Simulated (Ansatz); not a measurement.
# Be: frozen-core PAW against all-electron methods

```yaml
crystal:
  lattice:
    - [-1.24096, 1.24096, 1.26899]
    - [1.24096, -1.24096, 1.26899]
    - [1.24096, 1.24096, -1.26899]
  atoms:
    - { symbol: Be, position: [0.00000, 0.00000, 0.00000] }
```

The conventional cell has a = 2.482 Å, b = 2.482 Å, c = 2.538 Å, α = 90.00°, β = 90.00°, γ = 90.00°. Be (atom 1) has 12 Be at 2.17 to 2.48 Å as nearest neighbours.

The cell was built from the bcc type and relaxed in the same program; it needn't be a known or the stable phase. The listed cell was then made from it by scaling, straining or moving an atom.

Methods: DFT, PBE, PAW with Ansatz's default frozen-core files, scalar-relativistic (Ansatz 0.2.0); DFT, PBE, all-electron PAW with datasets made for the crystal, scalar-relativistic (Ansatz 0.2.0); DFT, PBE, all-electron LAPW, scalar-relativistic (Ansatz 0.2.0).

For PAW: a Γ-centred 20×20×20 k mesh, Fermi–Dirac smearing of 0.05 eV, cutoff 420 eV, no spin polarisation. The crystal-made all-electron datasets (AE datasets) take a cutoff of 240 eV at this cell. LAPW targets a basis error of 1 meV/atom. The Ansatz runs share mesh, smearing and spin set-up. Plane-wave (PAW) pressures include the program's estimate of the Pulay term.

Stress and pressure are positive in compression.

The change that made this cell: z strained by +1.5 % at fixed volume.

```csv
quantity,PAW,AE datasets,LAPW
pressure (GPa),0.01,-0.02,-0.01
stress xx (GPa),0.94,0.91,0.92
stress zz (GPa),-1.85,-1.89,-1.88
```

PAW's pressure differs from the LAPW value by +0.02 GPa. Datasets made for the crystal and LAPW share parts of one code, so their agreement isn't an independent check.
